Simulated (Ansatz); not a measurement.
# Li2O: the cost of one run

Program: Ansatz 0.2.0. Level of theory: DFT LDA, scalar-relativistic, plane waves, PAW. These are calculated values, not measurements.

2 further runs of the same task are left out: 1 that didn't finish, 1 set aside as unsound or not needed.

## Step 1: The system as given

The structure is cubic, space group Fm-3m (No. 225). Conventional cell: a = 4.626 Å, b = 4.626 Å, c = 4.626 Å, α = 90.00°, β = 90.00°, γ = 90.00°. Around Li (site symmetry -43m) lie 4 O at 2.00 Å. O (site symmetry m-3m) has 8 Li at 2.00 Å as nearest neighbours.

Structure file:

```xyz
3
Lattice="0.0000 2.3130 2.3130 2.3130 0.0000 2.3130 2.3130 2.3130 0.0000" Properties=species:S:1:pos:R:3 pbc="T T T"
Li    1.1565    1.1565    1.1565
Li    3.4695    3.4695    3.4695
O     0.0000    0.0000    0.0000
```

This cell was relaxed beforehand with the same method: volume 8.25 Å³/atom, gap on the mesh 4.98 eV.

## Step 2: The cell under LDA

input.yaml

```yaml
crystal:
  lattice:
    - [0.0, 2.3130253907, 2.3130253907]
    - [2.3130253907, 0.0, 2.3130253907]
    - [2.3130253907, 2.3130253907, 0.0]
  atoms:
    - { symbol: Li, position: [0.25, 0.25, 0.25] }
    - { symbol: Li, position: [0.75, 0.75, 0.75] }
    - { symbol: O, position: [0.0, 0.0, 0.0] }
basis:
  ecutwfc: 420
kpoints:
  mp_grid: { grid: [8, 8, 8] }
hamiltonian:
  xc: lda
scf:
  occupations: { method: gaussian, width: 0.02 }
output:
  forces: true
  stress: true
  eigenvalues: true
relax:
  adjacent_minimum: "off"
  f_tol: 0.005
  max_steps: 50
  cell: { stress_tol: 0.05 }
```

Started as:

```console
ansatz run input.yaml --threads 1 --pin off --max-ram 2560MiB --backend cpu --events-out ev --progress --plain --runs-dir out
```

**Question.** How long does this run take on 1 thread of Arm Neoverse V1, shared host, and how much memory does it need?

About 5.2 s, with a peak of 0.26 GiB.
